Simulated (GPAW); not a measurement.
**ZnS: equation of state with BLYP**

The system is ZnS.

```xyz
2
Lattice="0.0000 2.7020 2.7020 2.7020 0.0000 2.7020 2.7020 2.7020 0.0000" Properties=species:S:1:pos:R:3 pbc="T T T"
Zn    4.0530    4.0530    4.0530
S     0.0000    0.0000    0.0000
```

```json
{
  "Program": "GPAW 26.7.0",
  "Task": "equation of state",
  "Functional": "BLYP",
  "Potentials or basis": "PAW data sets generated in the run's folder for this functional",
  "Cutoff": "600 eV",
  "Basis": "pw",
  "k mesh": "7 × 7 × 7",
  "Occupations": "fermi-dirac, width 0.05 eV",
  "Spin": "no spin polarisation",
  "Eigensolver": "davidson",
  "Maxiter": "150",
  "Eos scales": "[0.94, 0.96, 0.98, 1.0, 1.02, 1.04, 1.06]"
}
```

* Equilibrium volume: 21.11 Å³/atom (rough: see the caveat)
* Bulk modulus: 61 GPa (rough)

Energy against volume, from the lowest point:
| volume (Å³/atom) | energy (meV/atom) |
| --- | --- |
| 18.543 | 75.02 |
| 18.938 | 51.62 |
| 19.332 | 33.19 |
| 19.727 | 19.22 |
| 20.121 | 9.30 |
| 20.516 | 3.01 |
| 20.910 | 0.00 |

Wall time 75 s on 1 thread of Arm Neoverse V1 (shared host), peak memory 0.21 GiB.

Caveat: the minimum lies outside the volumes run.
